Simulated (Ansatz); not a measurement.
ZrO2 under pressure: fit and missing row

ZrO2, Fm-3m, a = 5.089 Å. This isn't the usual stable structure of the compound. Ansatz: r2SCAN, PAW, 500 eV, Γ-centred 8×8×8 mesh on 3 atoms, Gaussian smearing 0.02 eV; no spin polarisation. Cell and atoms are relaxed at each pressure, and no other structure is tried, so the rows at high pressure may lie past a change of phase.

| V (Å³/atom) | P (GPa) |
| --- | --- |
| ? | 40.00 |
| 10.267 | 20.00 |
| 10.597 | 9.97 |
| 10.780 | 5.05 |
| 10.902 | 1.98 |
| 10.984 | 0.03 |
| 11.072 | -2.00 |

Task: Take V0 = 10.984 Å³/atom, count pressures from its P0 = 0.03 GPa, fit the third-order Birch–Murnaghan form to the other rows, and predict the missing volume.

Result: With the Eulerian strain f = ½[(V0/V)^(2/3) − 1] and y = (P − P0)/[3f(1 + 2f)^(5/2)], the form is the line y = B0 + 1.5 B0 (B0′ − 4) f. Rows (f, y): 0.02302, 258.4; 0.01210, 257.9; 0.00629, 257.8; 0.00250, 256.8; -0.00265, 258.8. Means f = 0.008252, y = 257.94; Σ(Δf)² = 0.0003887, ΣΔfΔy = 0.004096; the slope is their ratio. y = 257.9 + 10.54 f GPa, so B0 = 257.9 GPa and B0′ = 4 + 2 × (10.54)/(3 × 257.9) = 4.03. P = 40.00 GPa is met at f = 0.04213 (y = 258.34), so V = V0 (1 + 2f)^(−3/2) = 9.729 Å³/atom. The run gave 9.732 Å³/atom, so the fit is 0.003 Å³/atom too low, a small miss on the scale of the series. The form still works here, 91 % of the fitted range beyond its end.